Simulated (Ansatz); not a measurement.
# Ge: the cost of one run

Program: Ansatz 0.2.0. Level of theory: DFT PBE+D3(BJ), scalar-relativistic, plane waves, PAW. These are calculated values, not measurements.

1 further run of the same task is left out (it didn't finish).

## 1. The starting structure

The structure is trigonal, space group P-3m1 (No. 164). Conventional cell: a = 4.090 Å, b = 4.090 Å, c = 3.327 Å, α = 90.00°, β = 90.00°, γ = 120.00°. Around Ge (site symmetry 3m) lie 3 Ge at 2.54 Å.

As a file:

```cif
data_structure
_symmetry_space_group_name_H-M 'P 1'
_symmetry_Int_Tables_number 1
_cell_length_a 4.0904
_cell_length_b 4.0904
_cell_length_c 3.3266
_cell_angle_alpha 90.000
_cell_angle_beta 90.000
_cell_angle_gamma 120.000
_cell_volume 48.20
loop_
_atom_site_label
_atom_site_type_symbol
_atom_site_fract_x
_atom_site_fract_y
_atom_site_fract_z
_atom_site_occupancy
Ge1 Ge 0.66667 0.33333 0.14086 1
Ge2 Ge 0.33333 0.66667 0.85914 1
```

The cell was relaxed beforehand at this level, from a generated guess; it is a trial structure. At a tolerance of 0.05 Å it has space group P-3m1 (No. 164); it has 24.10 Å³/atom, an uncorrected energy of +0.28 eV/atom over the standard state.

## 2. Static run: bands, density of states and charges

input.yaml

```yaml
crystal:
  lattice:
    - [4.0904075602, 0.0, 0.0]
    - [-2.0452037801, 3.542396859, 0.0]
    - [0.0, 0.0, 3.3265803534]
  atoms:
    - { symbol: Ge, position: [0.6666666667, 0.3333333333, 0.1408613929] }
    - { symbol: Ge, position: [0.3333333333, 0.6666666667, 0.8591386071] }
basis:
  ecutwfc: 420
kpoints:
  mp_grid: { grid: [15, 15, 16] }
  band_path:
    path:
      - [[0.0, 0.0, 0.0], [0.5, 0.0, 0.0], [0.33333333, 0.33333333, 0.0], [0.0, 0.0, 0.0], [0.0, 0.0, 0.5], [0.5, 0.0, 0.5], [0.33333333, 0.33333333, 0.5], [0.0, 0.0, 0.5]]
      - [[0.5, 0.0, 0.5], [0.5, 0.0, 0.0]]
      - [[0.33333333, 0.33333333, 0.5], [0.33333333, 0.33333333, 0.0]]
    npoints: 14
hamiltonian:
  xc: pbe
  dispersion: d3bj
scf:
  occupations: { method: gaussian, width: 0.1 }
  n_extra_bands: 6
output:
  forces: true
  stress: true
  eigenvalues: true
  populations: true
  dos: { projected: true, de: 0.02, nscf_kmesh: { grid: [18, 18, 20] } }
  bader: true
  write_density: true
  write_potential: true
  elf: true
  volumetric_format: npy
```

Command:

```bash
$ ansatz run input.yaml --threads 1 --pin off --max-ram 2048MiB --backend cpu --events-out ev --progress --plain --runs-dir out
```

**Question.** How long does this run take on 1 thread of Arm Neoverse V2, shared host, and how much memory does it need?

About 51 s, with a peak of 0.63 GiB.
